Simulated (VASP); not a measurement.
**CdSe: single point with PBEsol**

**Measured values to compare with.**

A printed reference work, data compilation reports, for a bulk crystal of CdSe at 2 K: band gap 1.841 eV.

CdSe:

```
Cd Se
1.0
     4.30000    0.00000    0.00000
    -2.15000    3.72391    0.00000
     0.00000    0.00000    7.02000
Cd Se
2 2
Direct
  0.33333 0.66667 0.00000
  0.66667 0.33333 0.50000
  0.33333 0.66667 0.38500
  0.66667 0.33333 0.88500
```

- Program: VASP 6.6.1
- Task: single point
- Functional: PBEsol
- Potentials or basis: VASP PAW PBE potentials, release 64 (Cd, Se)
- Cutoff: 520 eV
- k mesh: 6 × 6 × 4
- Occupations: gaussian, width 0.01 eV
- Spin: no spin polarisation

The pressure is 0.5 GPa. The largest force is 0.276 eV/Å. The band gap on the k mesh is 0.58 eV.

Forces on the atoms (eV/Å):
```
Cd   0.000  0.000  0.276
Cd   0.000  0.000  0.276
Se   0.000  0.000 -0.276
Se   0.000  0.000 -0.276
```

Stress tensor (GPa, compression positive):
```
 1.15  0.00  0.00
 0.00  1.15  0.00
 0.00  0.00 -0.78
```

Levels at points of the mesh, in eV from the valence-band top:
| k point | band 15 | band 16 | band 17 | band 18 | band 19 | band 20 | band 21 | band 22 |
| --- | --- | --- | --- | --- | --- | --- | --- | --- |
| (0.00, 0.00, 0.00) | -0.73 | -0.01 | 0.00 | 0.00 | 0.58 | 2.01 | 5.79 | 5.79 |
| (0.50, 0.00, 0.00) | -2.61 | -1.88 | -1.27 | -0.84 | 3.14 | 3.20 | 4.70 | 6.08 |
| (0.00, 0.00, 0.50) | -0.38 | -0.38 | -0.38 | -0.38 | 2.24 | 2.24 | 5.72 | 5.72 |
| (0.50, 0.00, 0.50) | -1.40 | -1.40 | -1.31 | -1.31 | 2.88 | 2.88 | 4.69 | 4.69 |

Run time: 63 s on 1 thread of Intel Xeon 8259CL, with other jobs on the host, peak memory 0.25 GiB.

A measured gap of CdSe is 1.841 eV (2 K; a printed reference work, data compilation); the calculated 0.58 eV misses it by -1.26 eV. So large a miss can be the level of theory's own, or it may mean another phase, state or a wrong row. Spin-orbit coupling on Cd, Se is left out. The value is that of PBEsol, without temperature or zero-point motion. Semilocal functionals fall short of measured gaps as a rule.

Caveat: the PAW data sets were made with another functional, which shifts forces and pressure a little.
